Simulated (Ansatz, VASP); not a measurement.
**AlN: VASP beside Ansatz**

```xyz
2
Lattice="0.0000 2.2016 2.2016 2.2016 0.0000 2.2016 2.2016 2.2016 0.0000" Properties=species:S:1:pos:R:3 pbc="T T T"
Al    0.0000    0.0000    0.0000
N     3.3024    3.3024    3.3024
```

Alike in both runs: functional PBE; k mesh 10 × 10 × 10; occupations gaussian, width 0.02 eV; no spin polarisation.

Ansatz relaxed the structure, and its values are those at the end. VASP's run is a single point on that final structure, the one shown.

```csv
,VASP,Ansatz
version,VASP 6.6.1,Ansatz 0.2.0
potentials or method,"VASP PAW PBE potentials, release 64 (Al, N)","scalar-relativistic, plane waves, PAW"
plane-wave cutoff (eV),520,420
valence electrons in the cell,8,8
```

Ansatz gave:

- gap on the k mesh at the Fermi level (eV): 3.31
- least direct gap on the mesh (eV): 3.98
- pressure (GPa): 0.0

Task: What did VASP give for the same quantities?

Result: gap on the k mesh at the Fermi level (eV): 3.30; least direct gap on the mesh (eV): 3.98; pressure (GPa): -0.3.

With one functional, cell and mesh, what is left measures potentials, basis and numerics.

A k mesh can miss the band edges. A hybrid or GW would open this gap; PBE tends to underestimate it.
